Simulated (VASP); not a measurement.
# Sn (I4_1/amd) in VASP: notebook

Runs on Sn. Level: PBE. Tasks: single point, relaxation of cell and atoms.

Program: VASP 6.6.1. These are calculated values, not measurements. Logs are shortened: lines on timing, memory, paths and dates and some standing lists are left out, and cuts for length are marked.

### Step 1. The crystal as given

The structure is tetragonal, space group I4_1/amd (No. 141). Conventional cell: a = 5.890 Å, b = 5.890 Å, c = 3.287 Å, α = 90.00°, β = 90.00°, γ = 90.00°. Sn (site symmetry -4m2) is surrounded by 6 Sn at 3.06 to 3.29 Å.

### Step 2. Single point, PBE

The input, INCAR:

```
PREC = Accurate
ENCUT = 520
EDIFF = 1E-6
ISMEAR = 0
SIGMA = 0.05
LREAL = F
LASPH = T
NELM = 100
ALGO = Normal
ISIF = 2
LWAVE = F
LCHARG = F
GGA = PE
NBANDS = 21
```

The input, KPOINTS:

```
Automatic mesh
0
Gamma
  8 8 8
```

The input, POSCAR:

```
Sn
1.0
   -2.9452280627      2.9452280627      1.6436435414
    2.9452280627     -2.9452280627      1.6436435414
    2.9452280627      2.9452280627     -1.6436435414
Sn
2
Direct
    0.7500000000      0.2500000000      0.5000000000
    0.0000000000      0.0000000000      0.0000000000
```

Potentials or basis: VASP PAW PBE potentials, release 64 (Sn_d).

Command:

```sh
> cat potpaw_PBE.64/Sn_d/POTCAR > POTCAR
> mpirun -np 1 vasp_std > vasp.out
```

OUTCAR:

```text
PREC = Accurate
   ENCUT = 520
   EDIFF = 1E-6
   ISMEAR = 0
   LREAL = F
   LASPH = T
   NELM = 100
   ISIF = 2
   GGA = PE

 ion  position               nearest neighbor table
   1  0.750  0.250  0.500-   2 3.06   2 3.06   2 3.06   2 3.06
   2  0.000  0.000  0.000-   1 3.06   1 3.06   1 3.06   1 3.06

  LATTYP: Found a body centered tetragonal cell.
 ALAT       =     5.8904561254
 C/A-ratio  =     0.5580700395

  Lattice vectors:

 A1 = (  -2.9452280627,   2.9452280627,   1.6436435414)
 A2 = (   2.9452280627,  -2.9452280627,   1.6436435414)
 A3 = (   2.9452280627,   2.9452280627,  -1.6436435414)

Analysis of symmetry for initial positions (statically):
=====================================================================
 Subroutine PRICEL returns:
 Original cell was already a primitive cell.

 Routine SETGRP: Setting up the symmetry group for a
 body centered tetragonal supercell.

 Subroutine GETGRP returns: Found 16 space group operations
 (whereof  8 operations were pure point group operations)
 out of a pool of 16 trial point group operations.

The static configuration has the point symmetry D_2d.
 The point group associated with its full space group is D_4h.

Analysis of symmetry for dynamics (positions and initial velocities):
=====================================================================
 Subroutine PRICEL returns:
 Original cell was already a primitive cell.

 Routine SETGRP: Setting up the symmetry group for a
 body centered tetragonal supercell.

 Subroutine GETGRP returns: Found 16 space group operations
 (whereof  8 operations were pure point group operations)
 out of a pool of 16 trial point group operations.

The dynamic configuration has the point symmetry D_2d.
 The point group associated with its full space group is D_4h.

 Subroutine INISYM returns: Found 16 space group operations
 (whereof  8 operations are pure point group operations),
 and found     1 'primitive' translations

----------------------------------------------------------------------------------------

                                     Primitive cell

  volume of cell :      57.0303

  direct lattice vectors                    reciprocal lattice vectors
    -2.945228063  2.945228063  1.643643541     0.000000000  0.169766140  0.304202211
     2.945228063 -2.945228063  1.643643541     0.169766140  0.000000000  0.304202211
     2.945228063  2.945228063 -1.643643541     0.169766140  0.169766140  0.000000000

  length of vectors
     4.477756221  4.477756221  4.477756221     0.348366944  0.348366944  0.240085578

  position of ions in fractional coordinates (direct lattice)
     0.750000000  0.250000000  0.500000000
     0.000000000  0.000000000  0.000000000

  ion indices of the primitive-cell ions
   primitive index   ion index
                 1           1
                 2           2

----------------------------------------------------------------------------------------

 KPOINTS: Automatic mesh

Automatic generation of k-mesh.
 Grid dimensions read from file:
 generate k-points for:    8    8    8

 Generating k-lattice:

  Cartesian coordinates                     Fractional coordinates (reciprocal lattice)
     0.000000000  0.021220768  0.038025276     0.125000000  0.000000000 -0.000000000
     0.021220768  0.000000000  0.038025276     0.000000000  0.125000000 -0.000000000
     0.021220768  0.021220768  0.000000000     0.000000000  0.000000000  0.125000000

  Length of vectors
     0.043545868  0.043545868  0.030010697

  Shift w.r.t. Gamma in fractional coordinates (k-lattice)
     0.000000000  0.000000000  0.000000000

 Subroutine IBZKPT returns following result:
 ===========================================

 Found     59 irreducible k-points:

 Following reciprocal coordinates:
            Coordinates               Weight
  0.000000  0.000000  0.000000      1.000000
  0.125000 -0.000000  0.000000      8.000000
  0.250000 -0.000000  0.000000      8.000000
  0.375000  0.000000  0.000000      8.000000
  0.500000 -0.000000  0.000000      4.000000
  0.125000  0.125000  0.000000      8.000000
[... 16 lines left out ...]
  0.250000  0.125000  0.125000     16.000000
  0.375000  0.125000  0.125000      8.000000
 [... further k-points ...]
   k-points           NKPTS =     59   k-points in BZ     NKDIM =     59   number of bands    NBANDS=     21
   number of dos      NEDOS =    301   number of ions     NIONS =      2
   total plane-waves  NPLWV =  46656
   dimension x,y,z NGX =    36 NGY =   36 NGZ =   36
   dimension x,y,z NGXF=    72 NGYF=   72 NGZF=   72
   ions per type =               2
   NGX,Y,Z   is equivalent  to a cutoff of  13.37, 13.37, 13.37 a.u.
   NGXF,Y,Z  is equivalent  to a cutoff of  26.73, 26.73, 26.73 a.u.
 SYSTEM =  unknown system
   PREC   = accura    normal or accurate (medium, high low for compatibility)
   ISTART =      0    job   : 0-new  1-cont  2-samecut
   ICHARG =      2    charge: 1-file 2-atom 10-const
   ISPIN  =      1    spin polarized calculation?
   LNONCOLLINEAR =      F non collinear calculations
   LSORBIT =      F    spin-orbit coupling
   LASPH  =      T    aspherical Exc in radial PAW
   ENCUT  =  520.0 eV  38.22 Ry    6.18 a.u.   8.33  8.33  8.33*2*pi/ulx,y,z
   NELM   =    100;   NELMIN=  2; NELMDL= -5     # of ELM steps
   EDIFF  = 0.1E-05   stopping-criterion for ELM
[... 8 lines left out ...]
   TEBEG  =    0.0;   TEEND  =   0.0 temperature during run
   PSTRESS=    0.0 pullay stress
   NELECT =      28.0000    total number of electrons
   NUPDOWN=      -1.0000    fix difference up-down
   EMIN   =  10.00;   EMAX   =-10.00  energy-range for DOS
[... 5 lines left out ...]
     AMIX     =   0.40;   BMIX     =  1.00
     AMIX_MAG =   1.60;   BMIX_MAG =  1.00
  volume/ion in A,a.u.               =      28.52       192.43
  Fermi-wavevector in a.u.,A,eV,Ry     =   1.291494  2.440570 22.693924  1.667956
  Thomas-Fermi vector in A             =   2.423260
   LORBIT       =      0    0 simple, 1 ext, 2 COOP (PROOUT), +10 PAW based schemes
   GGA     = PE    functional components
   LHFCALC =     F    Hartree Fock is set to
   AEXX    =    0.0000 exact exchange contribution
   IVDW    =     0    specifies the selected vdW correction
   LEPSILON=     F    determine dielectric tensor
   LRPA    =     F    only Hartree local field effects (RPA)
 non-spin polarized calculation
 Gauss-broadening in eV      SIGMA  =   0.05
  energy-cutoff  :      520.00
  volume of cell :       57.03
 maximum number of plane-waves:      1556
 NGX is ok and might be reduce to    36
   NGX = 17   NGY = 17   NGZ = 17

 number of electron      27.9999994 magnetization

 Free energy of the ion-electron system (eV)
  ---------------------------------------------------
  ext. energy  EPLUGINS =         0.00000000
  ---------------------------------------------------
  free energy    TOTEN  =        -7.60217287 eV

  energy without entropy =       -7.60083207  energy(sigma->0) =       -7.60150247

 E-fermi :   7.3850     XC(G=0): -10.0735

 val. band max:        7.2321326203   @ k =   0.3750   0.3750   0.0000
 cond. band min:       7.3982535922   @ k =  -0.3750   0.1250   0.0000
 fundamental gap:      0.1661209719
 Fermi energy:         7.3849742480

 k-point     1 :       0.0000    0.0000    0.0000
  band No.  band energies     occupation
      1     -14.2242      2.00000
      2     -14.1279      2.00000
      3     -14.1088      2.00000
      4     -14.0775      2.00000
      5     -13.9747      2.00000
      6     -13.9747      2.00000
[... 13 lines left out ...]
     20      17.2370      0.00000
     21      17.6920      0.00000

 k-point     2 :       0.1250   -0.0000    0.0000
  band No.  band energies     occupation
      1     -14.2156      2.00000
      2     -14.1068      2.00000
      3     -14.0995      2.00000
      4     -14.0549      2.00000
      5     -13.9886      2.00000
      6     -13.9821      2.00000
[... 13 lines left out ...]
     20      15.7995      0.00000
     21      16.0386      0.00000

 k-point     3 :       0.2500   -0.0000    0.0000
  band No.  band energies     occupation
      1     -14.1934      2.00000
      2     -14.0773      2.00000
      3     -14.0693      2.00000
      4     -14.0370      2.00000
      5     -14.0139      2.00000
      6     -13.9819      2.00000
[... 13 lines left out ...]
     20      14.4161      0.00000
     21      16.0194      0.00000

 k-point     4 :       0.3750    0.0000    0.0000
  band No.  band energies     occupation
      1     -14.1699      2.00000
      2     -14.0685      2.00000
      3     -14.0661      2.00000
      4     -14.0498      2.00000
      5     -14.0213      2.00000
      6     -13.9993      2.00000
[... 13 lines left out ...]
     20      14.7102      0.00000
     21      17.2283      0.00000

 k-point     5 :       0.5000   -0.0000    0.0000
  band No.  band energies     occupation
      1     -14.1572      2.00000
      2     -14.0907      2.00000
      3     -14.0701      2.00000
      4     -14.0434      2.00000
      5     -14.0123      2.00000
      6     -14.0070      2.00000
[... 13 lines left out ...]
     20      16.8577      0.00000
     21      17.2031      0.00000

 k-point     6 :       0.1250    0.1250    0.0000
  band No.  band energies     occupation
      1     -14.2014      2.00000
      2     -14.0834      2.00000
      3     -14.0653      2.00000
      4     -14.0215      2.00000
      5     -14.0063      2.00000
      6     -13.9935      2.00000
[... 13 lines left out ...]
     20      14.8102      0.00000
     21      15.0745      0.00000

 k-point     7 :       0.2500    0.1250    0.0000
  band No.  band energies     occupation
      1     -14.1812      2.00000
      2     -14.0696      2.00000
      3     -14.0590      2.00000
      4     -14.0357      2.00000
      5     -14.0171      2.00000
      6     -14.0063      2.00000
[... 13 lines left out ...]
     20      14.3195      0.00000
     21      15.8906      0.00000
[... 291 lines left out ...]
      1     -14.1400      2.00000
      2     -14.1342      2.00000
      3     -14.1245      2.00000
      4     -14.0335      2.00000
      5     -14.0331      2.00000
      6     -13.9575      2.00000
[... 13 lines left out ...]
     20      16.3887      0.00000
     21      16.4700      0.00000

 k-point    21 :       0.5000    0.5000    0.0000
  band No.  band energies     occupation
      1     -14.1363      2.00000
      2     -14.1363      2.00000
      3     -14.0809      2.00000
      4     -14.0809      2.00000
      5     -13.9911      2.00000
      6     -13.9911      2.00000
[... 13 lines left out ...]
     20      16.2784      0.00000
     21      18.1327      0.00000

 k-point    22 :       0.1250    0.1250    0.1250
  band No.  band energies     occupation
      1     -14.1800      2.00000
      2     -14.0829      2.00000
      3     -14.0637      2.00000
      4     -14.0420      2.00000
      5     -14.0233      2.00000
      6     -13.9736      2.00000
[... 13 lines left out ...]
     20      14.7772      0.00000
     21      14.8403      0.00000

 k-point    23 :       0.2500    0.1250    0.1250
  band No.  band energies     occupation
      1     -14.1667      2.00000
      2     -14.0846      2.00000
      3     -14.0636      2.00000
      4     -14.0410      2.00000
      5     -14.0297      2.00000
      6     -13.9735      2.00000
[... 13 lines left out ...]
     20      14.6428      0.00000
     21      16.1132      0.00000

 k-point    24 :       0.3750    0.1250    0.1250
  band No.  band energies     occupation
      1     -14.1594      2.00000
      2     -14.0996      2.00000
      3     -14.0753      2.00000
      4     -14.0383      2.00000
      5     -14.0221      2.00000
      6     -13.9653      2.00000
[... 13 lines left out ...]
     20      15.4034      0.00000
     21      15.5410      0.00000

 [... further k-points ...]
[... 5 lines left out ...]
  --------------------------------------------------------------------------------------
  -------------------------------------------------------------------------------------
  Total       -0.1119075     -0.1119075      0.0448415      0.0000000     -0.0000000      0.0000000
  in kB       -3.1438671     -3.1438671      1.2597520      0.0000000     -0.0000000      0.0000000
  external PRESSURE =      -1.6759940 kB  Pullay stress =       0.0000000 kB

 VOLUME and BASIS-vectors are now :
 -----------------------------------------------------------------------------
  energy-cutoff  :      520.00
  volume of cell :       57.03
      direct lattice vectors                 reciprocal lattice vectors
    -2.945228063  2.945228063  1.643643541     0.000000000  0.169766140  0.304202211
     2.945228063 -2.945228063  1.643643541     0.169766140  0.000000000  0.304202211
     2.945228063  2.945228063 -1.643643541     0.169766140  0.169766140  0.000000000

 POSITION                                       TOTAL-FORCE (eV/Angst)
 -----------------------------------------------------------------------------------
      0.00000      2.94523      0.82182        -0.000000     -0.000000      0.000000
      0.00000      0.00000      0.00000         0.000000      0.000000     -0.000000
 -----------------------------------------------------------------------------------
    total drift:                               -0.000000      0.000000     -0.000000

  FREE ENERGIE OF THE ION-ELECTRON SYSTEM (eV)
  ---------------------------------------------------
  free  energy   TOTEN  =        -7.6021728711 eV

  energy  without entropy=       -7.6008320748  energy(sigma->0) =       -7.60150247
```

It took 23 s on 1 thread of Intel Xeon 6975P-C (Granite Rapids), shared host; peak memory 0.22 GiB.

Results:

```
Free energy            : -7.6022 eV
Pressure               : -0.2 GPa
Band gap on the k mesh : none (metal or under the smearing width)
```

Stress tensor (GPa, compression positive):
```
-0.31  0.00  0.00
 0.00 -0.31  0.00
 0.00  0.00  0.13
```

### Step 3. Relaxation of cell and atoms, PBE

This run uses another cell than the first one, of 27.05 Å³/atom, 0.949 times its volume.

The input, INCAR:

```
SYSTEM = Sn
PREC     = Accurate       ! precision mode
ENCUT    = 600            ! plane-wave cutoff, eV
EDIFF    = 1E-6           ! SCF threshold, eV
ISMEAR   = 0              ! smearing method
SIGMA    = 0.05           ! smearing width, eV
LREAL    = .False.        ! projectors in reciprocal space
LASPH    = .True.         ! aspherical terms in the spheres
NELM     = 100            ! most SCF steps
ALGO     = Normal         ! electronic algorithm
ISIF     = 3              ! what is computed and relaxed
LWAVE    = .False.        ! write WAVECAR
LCHARG   = .False.        ! write CHGCAR
GGA      = PE             ! functional
IBRION   = 2              ! ionic algorithm
NSW      = 80             ! ionic steps
EDIFFG   = -0.03          ! ionic threshold
```

The input, KPOINTS:

```
regular mesh
0
Gamma
  8 8 8
  0 0 0
```

The input, POSCAR:

```
Sn
1.0
   -2.9159000000      2.9159000000      1.5909500000
    2.9159000000     -2.9159000000      1.5909500000
    2.9159000000      2.9159000000     -1.5909500000
Sn
2
Direct
    0.7500000000      0.2500000000      0.5000000000
    0.0000000000      0.0000000000      0.0000000000
```

Potentials or basis: VASP PAW PBE potentials, release 64 (Sn_d).

Command:

```sh
> cat potpaw_PBE.64/Sn_d/POTCAR > POTCAR
> mpirun -np 1 vasp_std > vasp.out
```

Wall time 93 s (1 thread of Intel Xeon 6975P-C (Granite Rapids), shared host); peak memory 0.25 GiB.

It converged, with:

| Property | Result |
| --- | --- |
| Free energy | -7.6021 eV |
| Relaxed volume | 28.46 Å³/atom |
| Relaxed cell | a = 4.470 Å, b = 4.470 Å, c = 4.470 Å, α = 97.82°, β = 97.82°, γ = 136.71° |
| Space group after relaxing (to 0.05 Å) | I4_1/amd (No. 141) |
| Energy gained by relaxing | 13.3 meV/atom |
| Ionic steps | 6 |
| Pressure after relaxing | -0.1 GPa |
| Band gap on the k mesh | none (metal or under the smearing width) |

Step by step:
```tsv
step	energy change (eV)	largest force (eV/Å)	pressure (GPa)	volume (Å³)
1	0.0000	0.0000	2.56	54.11
2	-0.0234	0.0000	-0.60	57.56
3	-0.0243	0.0000	-0.11	56.99
4	-0.0243	0.0000	-0.19	57.05
5	-0.0260	0.0000	-0.18	56.97
6	-0.0266	0.0000	-0.05	56.91
```

Final structure:
```
CELL_PARAMETERS angstrom
-2.93777 2.93777 1.64852
2.93777 -2.93777 1.64852
2.93777 2.93777 -1.64852
ATOMIC_POSITIONS crystal
Sn 0.75000 0.25000 0.50000
Sn 0.00000 0.00000 0.00000
```

Levels at points of the mesh, in eV from the Fermi level:
| k point | band 10 | band 11 | band 12 | band 13 | band 14 | band 15 | band 16 | band 17 | band 18 |
| --- | --- | --- | --- | --- | --- | --- | --- | --- | --- |
| (0.00, 0.00, 0.00) | -21.14 | -10.78 | -3.47 | -1.74 | -1.74 | 3.16 | 6.12 | 6.22 | 6.22 |
| (0.50, 0.00, 0.00) | -21.21 | -7.00 | -5.35 | -2.27 | -1.48 | -1.17 | 2.27 | 2.79 | 4.55 |
| (0.50, 0.50, 0.00) | -21.26 | -8.58 | -8.58 | 0.74 | 0.74 | 1.73 | 1.73 | 5.41 | 5.41 |
| (0.50, 0.50, 0.50) | -21.32 | -7.29 | -7.29 | -4.51 | -4.51 | 4.39 | 4.39 | 9.30 | 9.30 |
